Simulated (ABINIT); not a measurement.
Ti:

```
Ti
1.0
    -1.64100    1.64100    1.64100
     1.64100   -1.64100    1.64100
     1.64100    1.64100   -1.64100
Ti
1
Direct
  0.00000 0.00000 0.00000
```

This isn't the form of Ti at room conditions, which is hcp.

- Program: ABINIT 10.8.3 (patched build)
- Task: relaxation of cell and atoms
- Functional: PBEsol
- Potentials or basis: PseudoDojo NC SR PBEsol v0.4 stringent
- Cutoff: 1143 eV
- k mesh: 8 × 8 × 8
- Occupations: fermi-dirac, width 0.05 eV
- Spin: no spin polarisation

At the start: pressure -6.8 GPa; volume 17.68 Å³/atom.

Where does the relaxation end?

Over 5 steps the energy falls by 25.0 meV/atom and the volume is 16.56 Å³/atom (-6.3 %); space group Im-3m (No. 229, to 0.05 Å).

Step by step:
```csv
step,energy change (eV),largest force (eV/Å),pressure (GPa),volume (Å³)
1,0.0000,0.0000,-6.81,17.68
2,-0.0133,0.0000,-4.81,17.31
3,-0.0250,0.0000,0.34,16.51
4,-0.0250,0.0000,-0.01,16.56
5,-0.0250,0.0000,0.00,16.56
```

Final structure:
```
Ti
1.0
    -1.60556    1.60556    1.60556
     1.60556   -1.60556    1.60556
     1.60556    1.60556   -1.60556
Ti
1
Direct
  0.00000 0.00000 0.00000
```
